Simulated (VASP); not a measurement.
Input of a VASP 6.6.1 run:

The input INCAR:

```
SYSTEM = P
PREC = Accurate
ENCUT = 520
EDIFF = 1E-7
ISMEAR = 0
SIGMA = 0.04
LREAL = .FALSE.
LASPH = .TRUE.
NELM = 100
ALGO = Normal
ISIF = 2
LWAVE = .FALSE.
LCHARG = .TRUE.
LDIPOL = .TRUE.
IDIPOL = 3
DIPOL = 0.5 0.5 0.500
GGA = PS
IVDW = 12
LVHAR = .TRUE.
LVACPOTAV = .TRUE.
KPAR = 2
```

The input KPOINTS:

```
Automatic mesh
0
G
  12 9 1
  0 0 0
```

File POSCAR:

```
P                                       
1.0
    1.8633749200      2.6352100400      0.0000000000
   -3.7267498400      2.6352100400      0.0000000000
    0.0000000000      0.0000000000     23.5643390700
  P             
     4
Direct
     0.5000000000000000    0.5864614502159735    0.4555261284705586
     0.0000000000000000    0.9135385497840265    0.4555261284705586
     0.0000000000000000    0.0864614502159735    0.5444738715294415
     0.5000000000000000    0.4135385497840265    0.5444738715294415
```

Potentials or basis: VASP PAW PBE potentials, release 64 (P).

Run with:

```bash
$ cat potpaw_PBE.64/P/POTCAR > POTCAR
$ mpirun -np 2 vasp_std > vasp.out
```

(1) Estimate the dispersion energy per atom.

(2) Estimate the ionisation potential of the upper face.

(3) Predict the largest force.

Results:

(1) -0.172 eV.

(2) 5.03 eV.

(3) 0.007 eV/Å.

Caveat: the PAW data sets were made with another functional, which shifts forces and pressure a little.
